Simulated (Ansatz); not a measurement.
An input for Ansatz 0.2.0 (Br):

run.py

```python
import json

import ase.io
import numpy as np

import ansatz as az

atoms = ase.io.read("Br.xyz")

calculation = (
    az.Crystal.from_ase(atoms)
    .calculation()
    .kpoints(4, 4, 4, shift=(0.5, 0.5, 0.5))
    .functional("lda", dispersion="VV10")
    .pseudopotentials(kind="paw", source="ansatz")
    .occupations(method="fermi_dirac", width=0.005)
    .density()
    .potential()
    .output_files(volumetric_format="npy")
    .electron_localization_function()
    .forces()
    .stress()
)
outcome = calculation.run(threads=2, events_out="events.jsonl")

report = outcome.report
for line in open("events.jsonl"):
    event = json.loads(line)
    if event["event"] == "scf_iter":
        d = event["data"]
        print(f"SCF {d['iter']:3d}  HF = {d['harris_foulkes_ev']:.6f} eV  dr2 = {d['dr2_ev']:.2e} eV")
    elif event["event"] in ("relax_step", "md_step"):
        d = event["data"]
        print(f"{event['event']} {d['step']:3d}  E = {d['lagrangian_ev']:.6f} eV")
np.set_printoptions(precision=5, suppress=True, linewidth=110)
print("converged:", report["converged"], "after", report["n_iterations"], "iterations")
print(f"free energy {report['free_energy_ev']:.6f} eV, Fermi level {report['fermi_energy_ev']:.4f} eV")
for key in ("band_edges_ev", "magnetization_mub", "site_moments_mub", "site_moments_nc_mub", "forces_ev_ang",
                "stress_gpa", "kpoints_frac", "eigenvalues_ev"):
    if report.get(key) is not None:
        print(key, np.array(report[key]), sep="\n")
```

Contents of Br.xyz:

```xyz
1
Lattice="-1.4234917050 1.4234917050 3.5775173700 1.4234917050 -1.4234917050 3.5775173700 1.4234917050 1.4234917050 -3.5775173700" Properties=species:S:1:pos:R:3 pbc="T T T"
Br     0.0000000000      0.0000000000      0.0000000000
```

Potentials or basis: Ansatz PAW earlier set.

Launch:

```bash
$ python run.py
```

Task: How does this run end?

Result: The run stopped without a result. It printed:

Output:

```text
Traceback (most recent call last):
  File "run.py", line 14, in <module>
  [frames inside libraries left out]
ansatz.errors.InputError: .functional(dispersion='VV10'): not one of none, rvv10, d3bj, d3bjatm, d4, a DampingParameters, a FunctionalDamping  [hamiltonian.dispersion]
```
